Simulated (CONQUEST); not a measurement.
SnO2 (Cassiterite) under changes of volume

One of the cells (11.922 Å³/atom); the others are scaled copies at fixed shape and fractional positions:

```
Sn O
1.0
     3.18650    0.00000    0.00000
     0.00000    4.73800    0.00000
     0.00000    0.00000    4.73800
Sn O
2 4
Direct
  0.50000 0.50000 0.50000
  0.00000 0.00000 0.00000
  0.50000 0.19290 0.19290
  0.00000 0.69290 0.30710
  0.50000 0.80710 0.80710
  0.00000 0.30710 0.69290
```

- Program: CONQUEST 1.3
- Functional: PBE
- Potentials or basis: PseudoDojo NC PBE, DZ, grid of 36 × 60 × 60 points
- k mesh: 8 × 6 × 6
- Occupations: fermi-dirac, width 0.05 eV
- Spin: no spin polarisation

| volume (Å³/atom) | energy over the lowest point (meV/atom) | pressure (GPa) | gap on the mesh (eV) | largest force (eV/Å) |
| --- | --- | --- | --- | --- |
| 11.207 | 163.09 | 35.7 | 1.62 | 0.727 |
| 11.445 | 115.21 | 28.7 | 1.35 | 0.608 |
| 11.684 | 76.85 | 23.0 | 1.10 | 0.524 |
| 11.922 | 46.85 | 17.6 | 0.86 | 0.425 |
| 12.161 | ? | ? | ? | ? |
| 12.399 | 9.03 | 8.0 | 0.42 | 0.245 |
| 12.637 | 0.00 | 4.4 | 0.21 | 0.190 |

What does the run at 12.161 Å³/atom give?

Energy over the lowest point 24.34 meV/atom; pressure 12.7 GPa; gap on the mesh 0.64 eV; largest force 0.317 eV/Å.

Worked out: A Birch-Murnaghan fit of order 3 (a polynomial in V^(-2/3)) to the other rows has its minimum at 12.91 Å³/atom, just outside them, with B0 = V·E''(V) = 185 GPa and B' = 4.3 at fixed shape and positions, which overstates the stiffness. It gives 24.45 meV/atom at 12.161 Å³/atom, against the run's 24.34, and -dE/dV = 12.6 GPa, against 12.7. A parabola through the other rows of the gap, of slope -11.3 eV per unit of ln V (its deformation potential) there, gives 0.63 eV, against the run's 0.64.

Energies are extrapolated to zero smearing.

Caveats: the atomic basis is small; spin-orbit coupling is left out, which moves the levels of the heavy elements; the basis of atomic orbitals isn't converged, which shifts pressures, moduli and gaps.

A mesh can miss the band edges.
